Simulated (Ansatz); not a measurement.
# AlNi: the cost of one run

Method: DFT PBE, scalar-relativistic, plane waves, PAW, in Ansatz 0.2.0.

2 further runs of the same task are left out: 2 set aside as unsound or not needed.

## 1. The system as given

Symmetry: Pm-3m, No. 221, cubic system. The conventional cell has a = 2.893 Å, b = 2.893 Å, c = 2.893 Å, α = 90.00°, β = 90.00°, γ = 90.00°. Around Al (site symmetry m-3m) lie 8 Ni at 2.51 Å. Ni (site symmetry m-3m) has 8 Al at 2.51 Å as nearest neighbours.

Coordinates:

```
CELL_PARAMETERS angstrom
2.89308 0.00000 0.00000
0.00000 2.89308 0.00000
0.00000 0.00000 2.89308
ATOMIC_POSITIONS crystal
Al 0.00000 0.00000 0.00000
Ni 0.50000 0.50000 0.50000
```

It is the result of an earlier relaxation at this level (volume 12.11 Å³/atom; gap on the mesh: none (metal)).

## 2. A bulk reference on a matched mesh

The same crystal, re-cut so that c stands normal to the (111) plane; its mesh matches that of the cells to come, so errors of the mesh cancel.

The input, input.yaml:

```yaml
crystal:
  lattice:
    - [4.0914379701, 0.0, 0.0]
    - [-2.045718985, 3.5432892201, 0.0]
    - [0.0, 0.0, 5.0109676705]
  atoms:
    - { symbol: Al, position: [0.0, 0.0, 0.0] }
    - { symbol: Al, position: [0.6666666667, 0.3333333333, 0.3333333333] }
    - { symbol: Al, position: [0.3333333333, 0.6666666667, 0.6666666667] }
    - { symbol: Ni, position: [0.3333333333, 0.6666666667, 0.1666666667] }
    - { symbol: Ni, position: [0.0, 0.0, 0.5] }
    - { symbol: Ni, position: [0.6666666667, 0.3333333333, 0.8333333333] }
basis:
  ecutwfc: 420
kpoints:
  mp_grid: { grid: [12, 12, 8] }
hamiltonian:
  xc: pbe
scf:
  occupations: { method: gaussian, width: 0.1 }
output:
  forces: true
  stress: true
  eigenvalues: true
```

Started as:

```bash
ansatz run input.yaml --threads 2 --pin off --max-ram 5120MiB --backend cpu --events-out ev --progress --plain --runs-dir out
```

**Question.** How long does this run take on 2 threads of Intel Xeon Platinum 8259CL at 2.50GHz (Skylake/Cascade Lake), shared host, and how much memory does it need?

About 16 s, with a peak of 0.58 GiB.
